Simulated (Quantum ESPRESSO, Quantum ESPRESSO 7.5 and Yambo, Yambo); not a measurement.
## AgBr (Bromargyrite): G0W0 on several meshes in Yambo

Aim: the GW shift of AgBr (Bromargyrite) against the k mesh.

Method: PBE and many-body steps on it, plane waves, in Quantum ESPRESSO 7.5 and Yambo 5.3.0.

Report form: the programs' logs are mostly left out.

## (1) Set-up

It takes space group Fm-3m (No. 225, cubic). The conventional cell has a = 5.774 Å, b = 5.774 Å, c = 5.774 Å, α = 90.00°, β = 90.00°, γ = 90.00°. Nearest to Ag lie 6 Br at 2.89 Å. Br has 6 Ag at 2.89 Å nearest. Farther neighbours and most contacts between anions are not listed.

The cell and positions come from the Crystallography Open Database and are kept as given unless a step says otherwise.

## (2) Empty states on the mesh, 2×2×2 mesh, 161 bands

This step: Quantum ESPRESSO 7.5; DFT, PBE, plane waves, norm-conserving pseudopotentials.

The sums over transitions need many empty states on a uniform mesh; this step solves for them.

pw.in reads:

```
&control
  calculation = 'nscf'
  prefix = 'x'
  outdir = 'o'
  pseudo_dir = 'pseudo'
/
&system
  ibrav = 0
  nat = 2
  ntyp = 2
  ecutwfc = 76.0
  nbnd = 161
  force_symmorphic = .true.
/
&electrons
  conv_thr = 1e-9
  electron_maxstep = 80
  diago_full_acc = .true.
  diago_thr_init = 5e-6
/
ATOMIC_SPECIES
  Ag 107.87 Ag.upf
  Br 79.904 Br.upf
CELL_PARAMETERS angstrom
  0.0000000000 2.8872500000 2.8872500000
  2.8872500000 0.0000000000 2.8872500000
  2.8872500000 2.8872500000 0.0000000000
ATOMIC_POSITIONS crystal
  Ag 0.0000000000 0.0000000000 0.0000000000
  Br 0.5000000000 0.5000000000 0.5000000000
K_POINTS automatic
  2 2 2 0 0 0
```

On the command line:

```sh
$ OMP_NUM_THREADS=1 mpirun -n 4 pw.x -nk 4 -in pw.in > pw.out
```

Run time: 5.7 s. Hardware: 4 MPI ranks of Arm Neoverse V2, shared host; peak memory 0.35 GiB; 23 s of CPU time.

Numbers from this step:

```
gap                                                           : 0.6765 eV
k of the valence top                                          : 0, 0, -0.5
k of the conduction bottom                                    : 0, 0, 0
least direct gap                                              : 2.544 eV
k points computed                                             : 3
lowest point of the top converged band, above the valence top : 109.2370 eV
```

On this mesh the gap is 0.676 eV.

The density comes from a self-consistent run that is not shown.

## (3) Conversion and set-up

This step: Yambo 5.3.0; conversion and set-up on PBE, plane waves, norm-conserving pseudopotentials.

The states are converted to the many-body program's format and the q mesh is built.

On the command line:

```sh
$ (cd o/x.save; p2y > p2y.log; mv SAVE ../..); yambo > setup.log
```

Wall time 2.1 s (1 MPI rank); peak memory 0.25 GiB.

## (4) 2×2×2

Now the one-shot GW correction: screening in the RPA, then the self-energy of the levels asked for.

This step: G0W0 on PBE, plane waves, norm-conserving pseudopotentials.

gw13.in reads:

```
HF_and_locXC
gw0
dyson
ppa
em1d
rim_cut
RandQpts= 1000000
RandGvec= 1 RL
EXXRLvcs= 76 Ry
VXCRLvcs= 304 Ry
Chimod= "HARTREE"
% BndsRnXp
 1 | 161 |
%
NGsBlkXp= 15.5 Ry
% LongDrXp
 1 | 1 | 1 |
%
% GbndRnge
 1 | 161 |
%
DysSolver= "n"
ExtendOut
PPAPntXp= 27.21138 eV
% QPkrange
 2 | 2 | 17 | 20 |
 1 | 1 | 17 | 20 |
%
```

On the command line:

```sh
$ OMP_NUM_THREADS=1 mpirun -n 4 yambo -F gw13.in -J gw13 -C gw13 > gw13.log
```

The job ended after 20 s (4 MPI ranks; peak memory 1.3 GiB; 75 s of CPU time).

Numbers from this step:

- G0W0 gap on the points computed: 2.068 eV
- starting gap on the mesh: 0.6765 eV
- k of the valence top: 0, 0, -0.5
- k of the conduction bottom: 0, 0, 0
- least direct G0W0 gap on the computed points: 4.459 eV
- Z at the valence top: 0.8022
- Z at the conduction bottom: 0.8233

The gap on the mesh goes from 0.68 eV to 2.07 eV, a correction of +1.39 eV.

## (5) Empty states on the mesh, 6×6×6 mesh, 161 bands

This step: Quantum ESPRESSO 7.5; DFT, PBE, plane waves, norm-conserving pseudopotentials.

Edit pw.in of step 2 so:

```diff
@@ -31,2 +31,2 @@
 K_POINTS automatic
-  2 2 2 0 0 0
+  6 6 6 0 0 0
```

On the command line:

```sh
$ OMP_NUM_THREADS=1 mpirun -n 4 pw.x -nk 4 -in pw.in > pw.out
```

Elapsed: 21 s, on 4 MPI ranks; peak memory 0.4 GiB.

Numbers from this step:

```yaml
gap: 0.6765 eV
k_of_the_valence_top: 0, 0, -0.5
k_of_the_conduction_bottom: 0, 0, 0
least_direct_gap: 2.544 eV
k_points_computed: 16
lowest_point_of_the_top_converged_band_above_the_valence_top: 109.2370 eV
```

On this mesh the gap is 0.676 eV.

## (6) Conversion and set-up

This step: Yambo 5.3.0; conversion and set-up on PBE, plane waves, norm-conserving pseudopotentials.

On the command line:

```sh
$ (cd o/x.save; p2y > p2y.log; mv SAVE ../..); yambo > setup.log
```

Run time: 2.5 s. Hardware: 1 MPI rank; peak memory 0.25 GiB.

## (7) 6×6×6

This step: G0W0 on PBE, plane waves, norm-conserving pseudopotentials.

gw14.in, as its differences from gw13.in of step 4:

```diff
@@ -25,3 +25,3 @@
 % QPkrange
- 2 | 2 | 17 | 20 |
+ 4 | 4 | 17 | 20 |
  1 | 1 | 17 | 20 |
```

On the command line:

```sh
$ OMP_NUM_THREADS=1 mpirun -n 4 yambo -F gw14.in -J gw14 -C gw14 > gw14.log
```

Wall time 20 min (4 MPI ranks); peak memory 2.3 GiB.

Numbers from this step:

```yaml
g0w0_gap_on_the_points_computed: 2.061 eV
starting_gap_on_the_mesh: 0.6765 eV
k_of_the_valence_top: 0, 0, -0.5
k_of_the_conduction_bottom: 0, 0, 0
least_direct_g0w0_gap_on_the_computed_points: 4.446 eV
z_at_the_valence_top: 0.8011
z_at_the_conduction_bottom: 0.8287
```

Against G0W0 in Yambo (2×2×2 mesh, 161 bands, screening to 210.9 eV, Godby-Needs plasmon pole), the gap moves by −0.006 eV.

## (8) The runs together

Times are wall times on 4 MPI ranks of Arm Neoverse V2, shared host, good to a factor of about two.

| run | mesh | bands | screening cutoff (eV) | DFT gap (eV) | gap on the mesh (eV) | direct (eV) | time |
| --- | --- | --- | --- | --- | --- | --- | --- |
| 2×2×2 | 2×2×2 | 161 | 210.9 | 0.676 | 2.068 | 4.459 | 20 s |
| 6×6×6 | 6×6×6 | 161 | 210.9 | 0.676 | 2.061 | 4.446 | 20 min |

## (9) Outcome

| Quantity | Value |
| --- | --- |
| 2×2×2 | 2.068 eV |
| 6×6×6 | 2.061 eV |
| known limits | not at the basis limit; d shell near the gap, gap tends to lie low; no spin-orbit coupling; coarse k mesh |

6×6×6: −0.006 eV against 2×2×2. Bands and cutoff are finite, so the gap is not at the basis limit. The miss can reach some tenths of an eV and take either sign; the mesh is an error of its own. In the G0W0 runs levels were corrected at 2 k points alone, so a gap called «on the mesh» is the least over those, and an edge elsewhere would be missed. The 2×2×2 mesh is coarse for this cell, which bears on the long-range parts of exchange and screening. A d shell, filled or nearly so, lies near the gap. One-shot GW converges very slowly in bands there, not always from below, and on a semilocal start the gap tends to come out low; starts rich in exact exchange can overshoot instead. The many-body steps are scalar-relativistic: spin-orbit coupling is not in them.

[Paths, hosts, dates, memory and timing lines, banners, echoed tables and standing remarks are left out of the program output.]

[Logs are printed without paths, hosts, clocks, repeated set-up lines and the standing remarks that a program may print on its own settings, such as how far it seeks lower states.]

[Runs of the session that timed out or met a known fault of the program may be left out.]

[Hosts, paths, dates, database ids (printed as entryN), source tags and the programs' standing remarks are cut or masked in the printed files.]
